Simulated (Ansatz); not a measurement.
# ZnS: Zn vacancy

Level of theory: DFT PBEsol, scalar-relativistic, plane waves, PAW in Ansatz 0.2.0. Run with 420 eV cutoff, 2×2×2 k-mesh, shifted by half a step, Gaussian smearing of 0.01 eV, collinear spin.

Host crystal, relaxed:

```xyz
2
Lattice="0.0000 2.6780 2.6780 2.6780 0.0000 2.6780 2.6780 2.6780 0.0000" Properties=species:S:1:pos:R:3 pbc="T T T"
Zn    0.0000    0.0000    0.0000
S     4.0171    4.0171    4.0171
```

Supercell of 32 atoms, rows in host cell vectors: 1 -3 1; -3 1 1; 1 1 -3. Atoms relax at the host's cell from a start displaced at random by 0.06 Å near the defect, so other minima may exist. The cell is small, so energies carry finite-size errors of tenths of an eV. The host's Kohn–Sham gap is 2.09 eV. Atoms are taken from and returned to the elements' standard states. Charged cells are corrected for image charges with the computed static dielectric tensor (mean 9.0) and aligned with the host's potential at far atoms (alignment terms reach 0.77 eV; the program doubts the alignment in some charges, where it is up to 0.77 eV). No band-filling term is added, and the Fermi level counts from the host's valence band top.

Starting moments were lost in some runs.

Defect: Zn vacancy at (0.000, 0.000, 0.000) of the host cell.

Q: What is the formation energy of the neutral defect?

A: 4.30 eV.

Q: Does the neutral defect carry a moment, and how do its surroundings relax?

A: It changes the cell's moment by 2.00 μB. The nearest neighbours before are 4 S at 2.32 Å; after relaxation the atoms near the site are 3 S at 2.28 Å, 1 S at 2.29 Å; the largest move is 0.05 Å.

Q: Charges 0, -1, -2 were computed. Which is stable where in the gap?

A: Among the charges computed the stable one is 0 at the valence band top, changing to -1 at 0.13 eV, changing to -2 at 0.66 eV. In charge 0, -1 the cell has partly filled bands: a level of the defect may be part filled, the carrier may sit in the host's bands, or levels may cross between the k points, so transitions that involve it are doubtful. Without the alignment that the program doubts, the level (0/-1) would lie at -0.30 eV, outside the gap, so these runs don't decide whether the defect changes charge there. Levels between neighbouring charges: (0/-1) 0.13 eV, (-1/-2) 0.66 eV.

Cost: 4 runs of about 40 core-minutes in all, on Arm Neoverse V2 (shared hosts).